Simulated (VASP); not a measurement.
# TiAl (an interface model) in VASP: notebook, part 2 of 2

VASP 6.6.1. Earlier steps stand in the parts before.

## 3. Single point, PBEsol

This run uses another cell than the first one, of 16.48 Å³/atom, 1.004 times its volume.

Input file INCAR:

```
SYSTEM = TiAl
PREC     = Accurate       ! precision mode
ENCUT    = 520            ! plane-wave cutoff, eV
EDIFF    = 1E-7           ! SCF threshold, eV
ISMEAR   = 0              ! smearing method
SIGMA    = 0.1            ! smearing width, eV
LREAL    = .False.        ! projectors in reciprocal space
LASPH    = .True.         ! aspherical terms in the spheres
NELM     = 80             ! most SCF steps
ALGO     = Fast           ! electronic algorithm
ISIF     = 2              ! what is computed and relaxed
LWAVE    = .False.        ! write WAVECAR
LCHARG   = .True.         ! write CHGCAR
GGA      = PS             ! functional
LELF     = .True.         ! ELF
LVHAR    = .True.       
NBANDS   = 40             ! bands
```

Input file KPOINTS:

```
regular mesh
0
Gamma
  12 12 2
  0 0 0
```

Input file POSCAR:

```
TiAl
1.0
    2.8679136055      0.0000000000      0.0000000000
   -1.4339568027      2.4836860382      0.0000000000
   11.4338941148      6.6013618451     18.5121543630
Ti Al
4 4
Direct
    0.5230913180      0.2615456590      0.0270092821
    0.5173539508      0.2586769754      0.1535014022
    0.5116165836      0.2558082918      0.2799935224
    0.5058792165      0.2529396082      0.4064856425
    0.5058792165      0.2529396082      0.5314856425
    0.5116165836      0.2558082918      0.6549935224
    0.5173539508      0.2586769754      0.7785014022
    0.5230913180      0.2615456590      0.9020092821
```

Potentials or basis: VASP PAW PBE potentials, release 64 (Ti_sv, Al).

Run with:

```console
$ cat potpaw_PBE.64/Ti_sv/POTCAR potpaw_PBE.64/Al/POTCAR > POTCAR
$ mpirun -np 1 vasp_std > vasp.out
```

OUTCAR:

```text
SYSTEM = TiAl
   PREC = Accurate
   ENCUT = 520
   EDIFF = 1E-7
   ISMEAR = 0
   LREAL = .False.
   LASPH = .True.
   NELM = 80
   ISIF = 2
   GGA = PS

 ion  position               nearest neighbor table
   1  0.523  0.262  0.027-   8 2.84   8 2.85   8 2.85   2 2.87   2 2.87   2 2.87
   2  0.517  0.259  0.154-   1 2.87   1 2.87   1 2.87   3 2.87   3 2.87   3 2.87
   3  0.512  0.256  0.280-   4 2.87   4 2.87   4 2.87   2 2.87   2 2.87   2 2.87
   4  0.506  0.253  0.406-   5 2.84   5 2.85   5 2.85   3 2.87   3 2.87   3 2.87
   5  0.506  0.253  0.531-   6 2.82   6 2.83   6 2.83   4 2.84   4 2.85   4 2.85
   6  0.512  0.256  0.655-   7 2.82   5 2.82   7 2.83   7 2.83   5 2.83   5 2.83
   7  0.517  0.259  0.779-   6 2.82   8 2.82   6 2.83   6 2.83   8 2.83   8 2.83
   8  0.523  0.262  0.902-   7 2.82   7 2.83   7 2.83   1 2.84   1 2.85   1 2.85

  LATTYP: Found a base centered monoclinic cell.
 ALAT       =     4.9673720765
 B/A-ratio  =     0.5773502692
 C/A-ratio  =     3.7424198324
 COS(beta)  =    -0.0914143782

  Lattice vectors:

 A1 = (   2.8679136055,   0.0000000000,   0.0000000000)
 A2 = (   1.4339568028,   2.4836860382,   0.0000000000)
 A3 = (  -1.4717171101,  -0.8496962695,  18.5121543630)

Analysis of symmetry for initial positions (statically):
=====================================================================
 Subroutine PRICEL returns:
 Original cell was already a primitive cell.

 Routine SETGRP: Setting up the symmetry group for a
 base centered monoclinic supercell.

 Subroutine GETGRP returns: Found  4 space group operations
 (whereof  2 operations were pure point group operations)
 out of a pool of  4 trial point group operations.

The static configuration has the point symmetry C_1h.
 The point group associated with its full space group is C_2h.

Analysis of symmetry for dynamics (positions and initial velocities):
=====================================================================
 Subroutine PRICEL returns:
 Original cell was already a primitive cell.

 Routine SETGRP: Setting up the symmetry group for a
[... 147 lines left out ...]
   IVDW    =     0    specifies the selected vdW correction
   LEPSILON=     F    determine dielectric tensor
   LRPA    =     F    only Hartree local field effects (RPA)
 non-spin polarized calculation
 RMM-DIIS sequential band-by-band and
 Gauss-broadening in eV      SIGMA  =   0.10
  energy-cutoff  :      520.00
  volume of cell :      131.86
 maximum number of plane-waves:      3594
 NGX is ok and might be reduce to    24
   NGX = 11   NGY = 11   NGZ = 85

 number of electron      59.9999999 magnetization

 Free energy of the ion-electron system (eV)
  ---------------------------------------------------
  ext. energy  EPLUGINS =         0.00000000
  ---------------------------------------------------
  free energy    TOTEN  =       -50.02367346 eV

  energy without entropy =      -49.98265078  energy(sigma->0) =      -50.00316212

 E-fermi :   8.2194     XC(G=0): -11.0772

 val. band max:        8.2120148544   @ k =   0.0833   0.5000  -0.0000
 cond. band min:       8.2195921168   @ k =  -0.1667   0.3333  -0.0000
 fundamental gap:      0.0075772624
 Fermi energy:         8.2194374584

 k-point     1 :       0.0000    0.0000    0.0000
  band No.  band energies     occupation
      1     -48.2210      2.00000
      2     -48.2074      2.00000
      3     -48.1438      2.00000
      4     -48.0838      2.00000
      5     -24.8557      2.00000
      6     -24.7072      2.00000
[... 1021 lines left out ...]
     39      10.1643      0.00000
     40      10.2967      0.00000

 [... further k-points ...]

------------------------ aborting loop because EDIFF is reached ----------------------------------------

  FORCE on cell =-STRESS in cart. coord.  units (eV):
  Direction    XX          YY          ZZ          XY          YZ          ZX
  --------------------------------------------------------------------------------------
  -------------------------------------------------------------------------------------
  Total        0.2091814      0.2331597     -1.1817742     -0.0207658      0.0269996      0.0467649
  in kB        2.5416394      2.8329856    -14.3590388     -0.2523132      0.3280566      0.5682120
  external PRESSURE =      -2.9948046 kB  Pullay stress =       0.0000000 kB

 VOLUME and BASIS-vectors are now :
 -----------------------------------------------------------------------------
  energy-cutoff  :      520.00
  volume of cell :      131.86
      direct lattice vectors                 reciprocal lattice vectors
     2.867913606  0.000000000  0.000000000     0.348685539  0.201313690 -0.287150697
    -1.433956803  2.483686038  0.000000000     0.000000000  0.402627379 -0.143575349
    11.433894115  6.601361845 18.512154363     0.000000000  0.000000000  0.054018564

 POSITION                                       TOTAL-FORCE (eV/Angst)
 -----------------------------------------------------------------------------------
      1.43396      0.82790      0.50000         0.004613      0.002663      0.053154
      2.86791      1.65579      2.84164        -0.003591     -0.002073     -0.143768
      4.30187      2.48369      5.18328         0.003591      0.002073      0.143768
      5.73583      3.31158      7.52492        -0.004613     -0.002663     -0.053154
      7.16506      4.13675      9.83894         0.000931      0.000538     -0.226957
      8.58958      4.95920     12.12534        -0.006134     -0.003542      0.097902
     10.01410      5.78164     14.41174         0.006134      0.003542     -0.097902
     11.43861      6.60409     16.69814        -0.000931     -0.000538      0.226957
 -----------------------------------------------------------------------------------
    total drift:                               -0.000007     -0.000004      0.000061

  FREE ENERGIE OF THE ION-ELECTRON SYSTEM (eV)
  ---------------------------------------------------
  free  energy   TOTEN  =       -50.0236734635 eV

  energy  without entropy=      -49.9826507794  energy(sigma->0) =      -50.00316212
```

OSZICAR:

```text
N       E                     dE             d eps       ncg     rms          rms(c)
DAV:   1     0.701789499962E+03    0.70179E+03   -0.28829E+04  6880   0.164E+03
DAV:   2     0.365835104213E+02   -0.66521E+03   -0.64925E+03  6976   0.510E+02
DAV:   3    -0.441700937057E+02   -0.80754E+02   -0.77215E+02 11392   0.149E+02
[... 44 lines left out ...]
RMM:  48    -0.500236732946E+02   -0.64480E-07   -0.20206E-06 10137   0.614E-03    0.550E-03
RMM:  49    -0.500236733227E+02   -0.28116E-07   -0.15495E-06  9460   0.570E-03    0.431E-03
RMM:  50    -0.500236733689E+02   -0.46189E-07   -0.12840E-06  8611   0.521E-03    0.355E-03
RMM:  51    -0.500236733869E+02   -0.17973E-07   -0.10033E-06  8728   0.480E-03    0.314E-03
RMM:  52    -0.500236734635E+02   -0.76597E-07   -0.88554E-07  8571   0.452E-03
   1 F= -.50023673E+02 E0= -.50003162E+02  d E =-.410227E-01
```

It took 30 min on 1 thread of Intel Xeon Platinum 8559C (Emerald Rapids), shared host; peak memory 0.55 GiB.

What came out:

- Free energy: -50.0237 eV
- Pressure: -0.3 GPa
- Largest force: 0.227 eV/Å
- Band gap on the k mesh: none (metal or under the smearing width)

Forces on the atoms (eV/Å):
```
Ti   0.005  0.003  0.053
Ti  -0.004 -0.002 -0.144
Ti   0.004  0.002  0.144
Ti  -0.005 -0.003 -0.053
Al   0.001  0.001 -0.227
Al  -0.006 -0.004  0.098
Al   0.006  0.004 -0.098
Al  -0.001 -0.001  0.227
```

Caveat: the PAW data sets were made with another functional, which shifts forces and pressure a little.
